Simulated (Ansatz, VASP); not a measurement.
**One calculation of CO2, two programs**

```xyz
6
Lattice="2.1592 -2.0143 0.0000 2.1592 2.0143 0.0000 0.0000 0.0000 5.7201" Properties=species:S:1:pos:R:3 pbc="T T T"
C     0.0000    0.0000    0.0000
C     2.1592    0.0000    2.8601
O     2.1592   -1.0906    0.6960
O     2.1592    1.0906    5.0241
O     2.1592   -0.9236    3.5561
O     2.1592    0.9236    2.1641
```

Alike in both runs: functional PBE; dispersion D3(BJ); k mesh 6 × 6 × 5; no spin polarisation.

Ansatz relaxed the structure, and its values are those at the end. VASP's run is a single point on that final structure, the one shown.

|  | VASP | Ansatz |
| --- | --- | --- |
| version | VASP 6.6.1 | Ansatz 0.2.0 |
| potentials or method | VASP PAW PBE potentials, release 64 (C, O) | scalar-relativistic, plane waves, PAW |
| plane-wave cutoff (eV) | 520 | 600 |
| occupations | gaussian, width 0.01 eV | fixed |
| valence electrons in the cell | 32 | 32 |

```tsv
	VASP	Ansatz	Ansatz less VASP
gap on the k mesh at the Fermi level (eV)	5.13	5.14	+0.008
least direct gap on the mesh (eV)	6.45	6.45	+0.004
rms of the force components (eV/Å)	0.334	0.001	-0.3336
dispersion energy (meV/atom)	-131.7	-131.7	-0.02
```

Caveats: the standard files for N, O and F lose accuracy on very short bonds; an odd mesh through Γ misses points on the zone boundary, where band edges often lie.
